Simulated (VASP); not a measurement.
# BAs (F-43m) in VASP: notebook

The runs below take BAs through G0W0 quasiparticle levels, with PBE.

All numbers are computed with VASP 6.6.1; they aren't measurements. Logs are shortened: lines on timing, memory, paths and dates and some standing lists are left out, and cuts for length are marked.

## 1. The structure

It takes space group F-43m (No. 216, cubic). Conventional cell: a = 4.777 Å, b = 4.777 Å, c = 4.777 Å, α = 90.00°, β = 90.00°, γ = 90.00°. As (site symmetry -43m) is surrounded by 4 B at 2.07 Å. Around B (site symmetry -43m) lie 4 As at 2.07 Å.

## 2. G0W0 quasiparticle levels, PBE

The input, POSCAR:

```
BAs
1.0
    0.0000000000      2.3885000000      2.3885000000
    2.3885000000      0.0000000000      2.3885000000
    2.3885000000      2.3885000000      0.0000000000
As B
1 1
Direct
    0.7500000000      0.7500000000      0.7500000000
    0.0000000000      0.0000000000      0.0000000000
```

The input, INCAR.step1:

```
PREC = Accurate ; ENCUT = 450
EDIFF = 1E-8 ; ISMEAR = 0
SIGMA = 0.01 ; LREAL = F
LASPH = T ; NELM = 60
ALGO = Fast ; LWAVE = T
LCHARG = F ; GGA = PE
```

The input, INCAR.step2:

```
PREC = Accurate ; ENCUT = 450
EDIFF = 1E-8 ; ISMEAR = 0
SIGMA = 0.01 ; LREAL = F
LASPH = T ; NELM = 1
ALGO = Exact ; LWAVE = T
LCHARG = F ; GGA = PE
NBANDS = 36 ; LOPTICS = T
ISTART = 1
```

The input, INCAR.step3:

```
PREC = Accurate ; ENCUT = 450
EDIFF = 1E-8 ; ISMEAR = 0
SIGMA = 0.01 ; LREAL = F
LASPH = T ; ALGO = EVGW0
LWAVE = F ; LCHARG = F
GGA = PE ; NELMGW = 1
NBANDS = 36 ; ENCUTGW = 150
NOMEGA = 48 ; PRECFOCK = Fast
ISTART = 1 ; NBANDSGW = 12
```

The input, KPOINTS:

```
Automatic mesh
0
Gamma
  2 2 2
```

Potentials or basis: VASP PAW PBE potentials, release 64 (As_GW, B_GW).

Launch:

```sh
$ cat potpaw_PBE.64/As_GW/POTCAR potpaw_PBE.64/B_GW/POTCAR > POTCAR
$ cp INCAR.step1 INCAR
$ mpirun -np 1 vasp_std > vasp.out
$ cp INCAR.step2 INCAR
$ mpirun -np 1 vasp_std > vasp.out
$ cp INCAR.step3 INCAR
$ mpirun -np 1 vasp_std > vasp.out
```

OUTCAR:

```text
PREC = Accurate
   ENCUT = 450
   EDIFF = 1E-8
   ISMEAR = 0
   LREAL = F
   LASPH = T
   GGA = PE
   NELMGW = 1
   ENCUTGW = 150
   PRECFOCK = Fast
   ISTART = 1

 Found      3 irreducible k-points:

 Following reciprocal coordinates:
            Coordinates               Weight
  0.000000  0.000000  0.000000      1.000000
  0.500000  0.000000  0.000000      4.000000
  0.500000  0.500000  0.000000      3.000000
   k-points           NKPTS =      3   k-points in BZ     NKDIM =      8   number of bands    NBANDS=     36
   number of dos      NEDOS =    301   number of ions     NIONS =      2
   total plane-waves  NPLWV =  13824
   dimension x,y,z NGX =    24 NGY =   24 NGZ =   24
   dimension x,y,z NGXF=    48 NGYF=   48 NGZF=   48
   ions per type =               1   1
   NGX,Y,Z   is equivalent  to a cutoff of  11.81, 11.81, 11.81 a.u.
   NGXF,Y,Z  is equivalent  to a cutoff of  23.62, 23.62, 23.62 a.u.
 SYSTEM =  unknown system
   PREC   = accura    normal or accurate (medium, high low for compatibility)
   ISTART =      1    job   : 0-new  1-cont  2-samecut
   ICHARG =      0    charge: 1-file 2-atom 10-const
   ISPIN  =      1    spin polarized calculation?
   LNONCOLLINEAR =      F non collinear calculations
   LSORBIT =      F    spin-orbit coupling
   LASPH  =      T    aspherical Exc in radial PAW
   ENCUT  =  450.0 eV  33.07 Ry    5.75 a.u.   5.84  5.84  5.84*2*pi/ulx,y,z
   NELM   =     60;   NELMIN=  2; NELMDL=  0     # of ELM steps
   EDIFF  = 0.1E-07   stopping-criterion for ELM
   LREAL  =      F    real-space projection
   EDIFFG = 0.1E-06   stopping-criterion for IOM
   NSW    =      0    number of steps for IOM
   IBRION =     -1    ionic relax: 0-MD 1-quasi-New 2-CG
   NFREE  =      0    steps in history (QN), initial steepest desc. (CG)
   ISIF   =      0    stress and relaxation
   ISYM   =      3    0-nonsym 1-usesym 2-fastsym
   POTIM  = 0.5000    time-step for ionic-motion
   TEBEG  =    0.0;   TEEND  =   0.0 temperature during run
   PSTRESS=    0.0 pullay stress
   NELECT =       8.0000    total number of electrons
   NUPDOWN=      -1.0000    fix difference up-down
   EMIN   =  10.00;   EMAX   =-10.00  energy-range for DOS
   EFERMI =   0.00;   METHOD = LEGACY
   ISMEAR =     0;   SIGMA  =   0.01  broadening in eV -4-tet -1-fermi 0-gaus
   EFERMI_NEDOS =   21; number of points for ismear=-14 and -15
   IALGO  =     38    algorithm
   IMIX   =      4    mixing-type and parameters
     AMIX     =   0.40;   BMIX     =  1.00
     AMIX_MAG =   1.60;   BMIX_MAG =  1.00
  volume/ion in A,a.u.               =      13.63        91.95
  Fermi-wavevector in a.u.,A,eV,Ry     =   1.088018  2.056057 16.106360  1.183784
  Thomas-Fermi vector in A             =   2.224191
   LORBIT       =      0    0 simple, 1 ext, 2 COOP (PROOUT), +10 PAW based schemes
   GGA     = PE    functional components
   LHFCALC =     T    Hartree Fock is set to
   PRECFOCK=fast      Normal, Fast or Accurate (Low or Medium for compatibility)
   ENCUT4O =  -1.0   cutoff for four orbital integrals eV
   NKREDX  =     1    reduce k-point grid by
   NKREDY  =     1    reduce k-point grid by
   NKREDZ  =     1    reduce k-point grid by
   AEXX    =    1.0000 exact exchange contribution
   HFSCREEN=    0.0000 screening length (either q_TF or 0.3 A-1)
   HFSCREENC=   0.0000 screening length for correlation (either q_TF or 0.3 A-1)
   ENCUTFOCK=  -1.0 apply spherical cutoff to Coloumb kernel
   IVDW    =     0    specifies the selected vdW correction
   LEPSILON=     F    determine dielectric tensor
   LRPA    =     F    only Hartree local field effects (RPA)
   LRPAFORCE           =     F    calculate RPA forces
   ENCUTGW             = 150.0    cutoff for response function in eV
   ENCUTGWSOFT         = 120.0    soft cutoff for Coulomb kernel in GW response function in eV
   ENCUTLF             =  -1.0    cutoff for local field effects
   NELMGW              =     1    number of iterations in solving QP/BSE equation
   NELMHF              =     1    number of iterations in the inner HF iteration
   NKREDLFX            =     1    NKREDLFY  =   1   NKREDLFZ  =   1
 non-spin polarized calculation
 Gauss-broadening in eV      SIGMA  =   0.01
  energy-cutoff  :      450.00
  volume of cell :       27.25
 maximum number of plane-waves:       609
 NGX is ok and might be reduce to    24
  NGX = 14; NGY = 14; NGZ = 14
   NGX = 11   NGY = 11   NGZ = 11
 maximum number of plane-waves:       120
 NGX is ok and might be reduce to    14

 QP shifts <psi_nk| G(iteration)W_0 |psi_nk>: iteration 1
 for sc-GW calculations column KS-energies equals QP-energies in previous step
 and V_xc(KS)=  KS-energies - (<T + V_ion + V_H > + <T+V_H+V_ion>^1  + <V_x>^1)

 k-point   1 :       0.0000    0.0000    0.0000
  band No.  KS-energies  QP-energies   sigma(KS)   V_xc(KS)     V^pw_x(r,r')   Z            occupation Imag(sigma)

      1      -9.0114      -9.6890     -12.5609     -11.6138     -19.3632       0.7154       2.0000       1.0908
      2       6.4980       6.2355     -12.9959     -12.6621     -15.8180       0.7864       2.0000       0.1305
      3       6.4980       6.2355     -12.9959     -12.6621     -15.8180       0.7864       2.0000       0.1305
      4       6.4980       6.2355     -12.9959     -12.6621     -15.8180       0.7864       2.0000       0.1305
      5       9.6378      10.2028     -10.6110     -11.3294      -5.7515       0.7864       0.0000      -0.1274
      6       9.6378      10.2028     -10.6110     -11.3294      -5.7515       0.7864       0.0000      -0.1274
      7       9.6378      10.2028     -10.6110     -11.3294      -5.7515       0.7864       0.0000      -0.1274
      8      11.1850      11.9696     -11.4831     -12.5657      -5.5740       0.7247       0.0000      -0.2230
      9      16.0002      15.9399      -8.6301      -8.5568      -2.7113       0.8224       0.0000      -0.3771
     10      19.2406      19.5736      -9.9449     -10.3740      -4.2081       0.7762       0.0000      -0.2490
     11      19.2406      19.5736      -9.9449     -10.3740      -4.2081       0.7762       0.0000      -0.2490
     12      20.6423      20.7813      -8.5925      -8.7687      -2.2547       0.7884       0.0000      -0.5746

 k-point   2 :       0.5000    0.0000    0.0000
  band No.  KS-energies  QP-energies   sigma(KS)   V_xc(KS)     V^pw_x(r,r')   Z            occupation Imag(sigma)

      1      -6.1231      -6.6623     -12.8845     -12.1369     -18.7354       0.7213       2.0000       0.7543
      2      -2.3908      -3.1093     -12.0386     -11.1754     -16.2708       0.8324       2.0000       0.5706
      3       4.6360       4.3649     -12.7176     -12.3670     -15.7865       0.7732       2.0000       0.1454
      4       4.6360       4.3649     -12.7176     -12.3670     -15.7865       0.7732       2.0000       0.1454
      5       9.1363       9.6416     -10.8965     -11.5412      -5.7934       0.7839       0.0000      -0.1330
      6      11.1291      11.5523     -10.2389     -10.7731      -5.0955       0.7924       0.0000      -0.1884
      7      11.1291      11.5523     -10.2389     -10.7731      -5.0955       0.7924       0.0000      -0.1884
      8      15.2746      15.3849      -9.1278      -9.2685      -3.0106       0.7841       0.0000      -0.3856
      9      19.2336      19.7930      -9.5752     -10.2860      -3.4361       0.7870       0.0000      -0.4696
     10      20.9346      21.4935      -9.8430     -10.5852      -3.5799       0.7531       0.0000      -0.4841
     11      20.9346      21.4935      -9.8430     -10.5852      -3.5799       0.7531       0.0000      -0.4841
     12      22.7494      23.4246     -10.4995     -11.3684      -3.7244       0.7770       0.0000      -0.8195

 k-point   3 :       0.5000    0.5000    0.0000
  band No.  KS-energies  QP-energies   sigma(KS)   V_xc(KS)     V^pw_x(r,r')   Z            occupation Imag(sigma)

      1      -4.8077      -5.2300     -12.7970     -12.2619     -18.2223       0.7891       2.0000       0.7168
      2      -2.0929      -2.8234     -12.7522     -11.8115     -17.1612       0.7766       2.0000       0.5302
      3       2.3343       1.9993     -12.2587     -11.8285     -15.6873       0.7787       2.0000       0.2019
      4       2.3343       1.9993     -12.2587     -11.8285     -15.6873       0.7787       2.0000       0.2019
      5       7.7806       7.8378      -9.8227      -9.8949      -4.9697       0.7919       0.0000      -0.1110
      6       7.8145       7.9800      -9.5782      -9.7858      -4.7002       0.7969       0.0000      -0.1045
      7      17.8497      18.8546     -10.9992     -12.3104      -4.6225       0.7664       0.0000      -0.5039
      8      17.8497      18.8546     -10.9992     -12.3104      -4.6225       0.7664       0.0000      -0.5039
      9      19.4379      20.3038     -10.5438     -11.6417      -4.0463       0.7886       0.0000      -0.5218
     10      23.7022      24.2678     -10.5401     -11.2960      -3.5950       0.7483       0.0000      -0.8540
     11      24.2033      24.6939      -9.9636     -10.5925      -4.0140       0.7800       0.0000      -0.5501
     12      24.2033      24.6939      -9.9636     -10.5925      -4.0140       0.7800       0.0000      -0.5501
```

Run time: 10 s. Hardware: 1 thread of AMD EPYC 9R14 (Zen 4), shared host; peak memory 0.14 GiB.

The run converged, but some of its settings lie outside the range that counts as converged, so its numbers aren't taken as properties of the crystal.

Results:

- Band gap on the k mesh, mean-field level: 1.28 eV, indirect (least direct gap 3.14 eV)
- Quasiparticle gap: 1.60 eV
- Least direct quasiparticle gap: 3.97 eV

Caveat: the k mesh is coarse (spacing up to 1.14 Å⁻¹), so the values aren't converged; bands, screening cutoff and mesh are small and nothing is extrapolated, so the quasiparticle values aren't converged.

## 3. G0W0 quasiparticle levels, PBE

POSCAR is that of step 2.

INCAR.step1 is that of step 2.

Edit INCAR.step2 of step 2 so:

```diff
@@ -6,3 +6,3 @@
 LCHARG = F ; GGA = PE
-NBANDS = 36 ; LOPTICS = T
+NBANDS = 20 ; LOPTICS = T
 ISTART = 1
```

Edit INCAR.step3 of step 2 so:

```diff
@@ -6,3 +6,3 @@
 GGA = PE ; NELMGW = 1
-NBANDS = 36 ; ENCUTGW = 150
+NBANDS = 20 ; ENCUTGW = 150
 NOMEGA = 48 ; PRECFOCK = Fast
```

The input, KPOINTS:

```
Automatic mesh
0
Gamma
  3 3 3
```

Potentials or basis: VASP PAW PBE potentials, release 64 (As_GW, B_GW).

Launch:

```sh
$ cat potpaw_PBE.64/As_GW/POTCAR potpaw_PBE.64/B_GW/POTCAR > POTCAR
$ cp INCAR.step1 INCAR
$ mpirun -np 1 vasp_std > vasp.out
$ cp INCAR.step2 INCAR
$ mpirun -np 1 vasp_std > vasp.out
$ cp INCAR.step3 INCAR
$ mpirun -np 1 vasp_std > vasp.out
```

OUTCAR:

```text
PREC = Accurate
   ENCUT = 450
   EDIFF = 1E-8
   ISMEAR = 0
   LREAL = F
   LASPH = T
   GGA = PE
   NELMGW = 1
   ENCUTGW = 150
   PRECFOCK = Fast
   ISTART = 1

 Found      4 irreducible k-points:

 Following reciprocal coordinates:
            Coordinates               Weight
  0.000000  0.000000  0.000000      1.000000
  0.333333  0.000000  0.000000      8.000000
  0.333333  0.333333  0.000000      6.000000
 -0.333333  0.333333  0.000000     12.000000
   k-points           NKPTS =      4   k-points in BZ     NKDIM =     27   number of bands    NBANDS=     20
   number of dos      NEDOS =    301   number of ions     NIONS =      2
   total plane-waves  NPLWV =  13824
   dimension x,y,z NGX =    24 NGY =   24 NGZ =   24
   dimension x,y,z NGXF=    48 NGYF=   48 NGZF=   48
   ions per type =               1   1
   NGX,Y,Z   is equivalent  to a cutoff of  11.81, 11.81, 11.81 a.u.
   NGXF,Y,Z  is equivalent  to a cutoff of  23.62, 23.62, 23.62 a.u.
[... 54 lines left out ...]
   NELMHF              =     1    number of iterations in the inner HF iteration
   NKREDLFX            =     1    NKREDLFY  =   1   NKREDLFZ  =   1
 non-spin polarized calculation
 Gauss-broadening in eV      SIGMA  =   0.01
  energy-cutoff  :      450.00
  volume of cell :       27.25
 maximum number of plane-waves:       609
  NGX = 14; NGY = 14; NGZ = 14
   NGX = 11   NGY = 11   NGZ = 11
 maximum number of plane-waves:       117

 QP shifts <psi_nk| G(iteration)W_0 |psi_nk>: iteration 1
 for sc-GW calculations column KS-energies equals QP-energies in previous step
 and V_xc(KS)=  KS-energies - (<T + V_ion + V_H > + <T+V_H+V_ion>^1  + <V_x>^1)

 k-point   1 :       0.0000    0.0000    0.0000
  band No.  KS-energies  QP-energies   sigma(KS)   V_xc(KS)     V^pw_x(r,r')   Z            occupation Imag(sigma)

      1      -9.1660      -9.5273     -12.1367     -11.6436     -19.5361       0.7328       2.0000       1.3903
      2       6.2712       6.4304     -12.4130     -12.6127     -14.7586       0.7971       2.0000       0.0924
      3       6.2712       6.4304     -12.4130     -12.6127     -14.7586       0.7971       2.0000       0.0924
      4       6.2712       6.4304     -12.4130     -12.6127     -14.7586       0.7971       2.0000       0.0924
      5       9.5022      10.4690     -10.1560     -11.3720      -6.3473       0.7951       0.0000      -0.0926
      6       9.5022      10.4690     -10.1560     -11.3720      -6.3473       0.7951       0.0000      -0.0926
      7       9.5022      10.4690     -10.1560     -11.3720      -6.3473       0.7951       0.0000      -0.0926
      8      10.9398      12.2097     -10.9536     -12.6009      -6.1731       0.7709       0.0000      -0.1743
      9      15.8266      16.3528      -8.1491      -8.8101      -2.9261       0.7961       0.0000      -0.3303
     10      19.1544      20.0991      -9.2047     -10.4036      -4.3233       0.7879       0.0000      -0.3296
     11      19.1544      20.0991      -9.2047     -10.4036      -4.3233       0.7879       0.0000      -0.3296
     12      20.5662      21.3259      -8.0362      -8.9570      -2.4337       0.8251       0.0000      -0.7419
[... 36 lines left out ...]
      1      -5.3389      -5.5057     -12.4720     -12.2478     -18.4720       0.7437       2.0000       0.7556
      2      -1.6114      -1.9286     -12.3880     -11.9691     -17.1029       0.7570       2.0000       0.4341
      3       0.1557      -0.0880     -11.3152     -11.0017     -14.8096       0.7775       2.0000       0.2285
      4       3.1963       3.1632     -12.0548     -12.0124     -15.0695       0.7828       2.0000       0.1311
      5       8.7106       9.3721      -9.4396     -10.2680      -5.4294       0.7985       0.0000      -0.0957
      6      13.5084      14.6744     -10.1839     -11.6901      -5.1125       0.7740       0.0000      -0.2456
      7      14.3617      15.5692     -10.1732     -11.7081      -5.1334       0.7867       0.0000      -0.2966
      8      15.6007      16.6822     -10.3046     -11.7060      -4.9689       0.7718       0.0000      -0.3535
      9      15.7170      16.5412      -9.3438     -10.3779      -4.5681       0.7971       0.0000      -0.2641
     10      18.3558      19.1882      -8.9554      -9.9829      -4.0989       0.8102       0.0000      -0.3756
     11      23.1158      24.3265      -9.7015     -11.3129      -3.3076       0.7514       0.0000      -0.8647
     12      24.7319      25.6584      -8.1333      -9.3001      -2.4061       0.7941       0.0000      -0.8251
```

OUTCAR.step1:

```text
PREC = Accurate
   ENCUT = 450
   EDIFF = 1E-8
   ISMEAR = 0
   LREAL = F
   LASPH = T
[... 150 lines left out ...]
 -----------------------------------------------------------------------------------
      3.58275      3.58275      3.58275        -0.000000     -0.000000     -0.000000
      0.00000      0.00000      0.00000         0.000000      0.000000      0.000000
 -----------------------------------------------------------------------------------
    total drift:                               -0.000000     -0.000000     -0.000000

  FREE ENERGIE OF THE ION-ELECTRON SYSTEM (eV)
  ---------------------------------------------------
  free  energy   TOTEN  =       -10.7745355402 eV

  energy  without entropy=      -10.7745355402  energy(sigma->0) =      -10.77453554
```

OUTCAR.step2:

```text
PREC = Accurate
   ENCUT = 450
   EDIFF = 1E-8
   ISMEAR = 0
   LREAL = F
[... 517 lines left out ...]
     0.00000    20.88031    20.88031    20.88031     0.00000     0.00000     0.00000
     0.60968    21.25516    21.25516    21.25516     0.00000     0.00000     0.00000
     1.21937    22.50824    22.50824    22.50824     0.00000     0.00000     0.00000
     1.82905    25.12165    25.12165    25.12165     0.00000     0.00000     0.00000
     2.43874    30.83966    30.83966    30.83966     0.00000     0.00000     0.00000
     3.04842    53.04113    53.04113    53.04113     0.00000     0.00000     0.00000
[... 92 lines left out ...]
    59.74908     0.83892     0.83892     0.83892    -0.00000    -0.00000    -0.00000
    60.35877     0.84227     0.84227     0.84227    -0.00000    -0.00000    -0.00000
```

Wall time 12 s (1 thread of AMD EPYC 9R14 (Zen 4), shared host); peak memory 0.14 GiB.

These settings aren't checked as converged: the numbers below hold their error.

What came out:

```
Band gap on the k mesh, mean-field level : 1.24 eV, indirect (least direct gap 3.23 eV)
Quasiparticle gap                        : 1.70 eV
Least direct quasiparticle gap           : 4.04 eV
```

Caveat: the k mesh is coarse (spacing up to 0.76 Å⁻¹), so the values aren't converged; bands, screening cutoff and mesh are small and nothing is extrapolated, so the quasiparticle values aren't converged; an odd mesh through Γ misses points on the zone boundary, where band edges often lie.

[end of part 1 of 2]
